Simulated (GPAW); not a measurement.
Here is a GPAW 26.7.0 calculation.

Contents of run.py:

```python
import spglib
from ase import Atoms
from ase.dft.bandgap import bandgap
from ase.io import read, write
from gpaw import GPAW, PW
from gpaw.response.df import DielectricFunction

atoms = read('W.cif')
cell, positions, numbers = spglib.find_primitive(
    (atoms.cell[:], atoms.get_scaled_positions(), atoms.numbers), symprec=1e-4)
atoms = Atoms(numbers, cell=cell, scaled_positions=positions, pbc=True)

calc = GPAW(mode=PW(400),
            xc='PBE',
            kpts={'size': (9, 9, 9), 'gamma': True},
            occupations={'name': 'fermi-dirac', 'width': 0.05},
            nbands=16,
            convergence={'density': 1e-06},
            maxiter=150,
            txt='gpaw.txt')
atoms.calc = calc
energy = atoms.get_potential_energy()
calc.write('gs.gpw')
write('result.traj', atoms)
print(f'Energy: {energy:.6f} eV')
print('Fermi level:', round(calc.get_fermi_level(), 4), 'eV')
print(f'Gap: {bandgap(calc)[0]:.4f} eV, direct: {bandgap(calc, direct=True)[0]:.4f} eV')

dense = calc.fixed_density(kpts={'size': (30, 30, 30), 'gamma': True},
                           nbands=36, convergence={'bands': 30, 'eigenstates': 1e-7},
                           update_fermi_level=True, txt='dense.txt')
dense.write('dense.gpw', mode='all')

df = DielectricFunction('dense.gpw', frequencies={'type': 'nonlinear', 'domega0': 0.05, 'omega2': 10},
                        eta=0.1, ecut=60, nbands=30, rate='eta', txt='df.txt')
for direction in ['x']:
    df.get_dielectric_function(xc='ALDA', direction=direction, filename=f'df_{direction}.csv')
```

File W.cif:

```cif
data_W
_cell_length_a 3.16469000
_cell_length_b 3.16469000
_cell_length_c 3.16469000
_cell_angle_alpha 90.00000000
_cell_angle_beta 90.00000000
_cell_angle_gamma 90.00000000
_space_group_name_H-M_alt 'Im-3m'
_space_group_name_Hall '-I 4 2 3'
_space_group_IT_number 229
loop_
_space_group_symop_operation_xyz
'x,y,z'
'-x,-y,-z'
'-y,x,z'
'y,-x,-z'
'-x,-y,z'
'x,y,-z'
'y,-x,z'
'-y,x,-z'
'x,-y,-z'
'-x,y,z'
'-y,-x,-z'
'y,x,z'
'-x,y,-z'
'x,-y,z'
'y,x,-z'
'-y,-x,z'
'z,x,y'
'-z,-x,-y'
'z,-y,x'
'-z,y,-x'
'z,-x,-y'
'-z,x,y'
'z,y,-x'
'-z,-y,x'
'-z,x,-y'
'z,-x,y'
'-z,-y,-x'
'z,y,x'
'-z,-x,y'
'z,x,-y'
'-z,y,x'
'z,-y,-x'
'y,z,x'
'-y,-z,-x'
'x,z,-y'
'-x,-z,y'
'-y,z,-x'
'y,-z,x'
'-x,z,y'
'x,-z,-y'
'-y,-z,x'
'y,z,-x'
'-x,-z,-y'
'x,z,y'
'y,-z,-x'
'-y,z,x'
'x,-z,y'
'-x,z,-y'
'x+1/2,y+1/2,z+1/2'
'-x+1/2,-y+1/2,-z+1/2'
'-y+1/2,x+1/2,z+1/2'
'y+1/2,-x+1/2,-z+1/2'
'-x+1/2,-y+1/2,z+1/2'
'x+1/2,y+1/2,-z+1/2'
'y+1/2,-x+1/2,z+1/2'
'-y+1/2,x+1/2,-z+1/2'
'x+1/2,-y+1/2,-z+1/2'
'-x+1/2,y+1/2,z+1/2'
'-y+1/2,-x+1/2,-z+1/2'
'y+1/2,x+1/2,z+1/2'
'-x+1/2,y+1/2,-z+1/2'
'x+1/2,-y+1/2,z+1/2'
'y+1/2,x+1/2,-z+1/2'
'-y+1/2,-x+1/2,z+1/2'
'z+1/2,x+1/2,y+1/2'
'-z+1/2,-x+1/2,-y+1/2'
'z+1/2,-y+1/2,x+1/2'
'-z+1/2,y+1/2,-x+1/2'
'z+1/2,-x+1/2,-y+1/2'
'-z+1/2,x+1/2,y+1/2'
'z+1/2,y+1/2,-x+1/2'
'-z+1/2,-y+1/2,x+1/2'
'-z+1/2,x+1/2,-y+1/2'
'z+1/2,-x+1/2,y+1/2'
'-z+1/2,-y+1/2,-x+1/2'
'z+1/2,y+1/2,x+1/2'
'-z+1/2,-x+1/2,y+1/2'
'z+1/2,x+1/2,-y+1/2'
'-z+1/2,y+1/2,x+1/2'
'z+1/2,-y+1/2,-x+1/2'
'y+1/2,z+1/2,x+1/2'
'-y+1/2,-z+1/2,-x+1/2'
'x+1/2,z+1/2,-y+1/2'
'-x+1/2,-z+1/2,y+1/2'
'-y+1/2,z+1/2,-x+1/2'
'y+1/2,-z+1/2,x+1/2'
'-x+1/2,z+1/2,y+1/2'
'x+1/2,-z+1/2,-y+1/2'
'-y+1/2,-z+1/2,x+1/2'
'y+1/2,z+1/2,-x+1/2'
'-x+1/2,-z+1/2,-y+1/2'
'x+1/2,z+1/2,y+1/2'
'y+1/2,-z+1/2,-x+1/2'
'-y+1/2,z+1/2,x+1/2'
'x+1/2,-z+1/2,y+1/2'
'-x+1/2,z+1/2,-y+1/2'
loop_
_atom_site_label
_atom_site_type_symbol
_atom_site_symmetry_multiplicity
_atom_site_Wyckoff_symbol
_atom_site_fract_x
_atom_site_fract_y
_atom_site_fract_z
_atom_site_occupancy
W1 W 2 a 0.0000000000 0.0000000000 0.0000000000 1
```

Potentials or basis: GPAW PAW data sets (gpaw-data 1.2.1), pw.

The run is started by

```console
$ OMP_NUM_THREADS=1 python run.py
```

(1) Estimate the band gap on the k mesh.

Results:

(1) none (metal or under the smearing width).

Caveat: the intraband term hangs on this k mesh; the long-wavelength limit can be off by several per cent where d states take part; these spectra lack excitons.
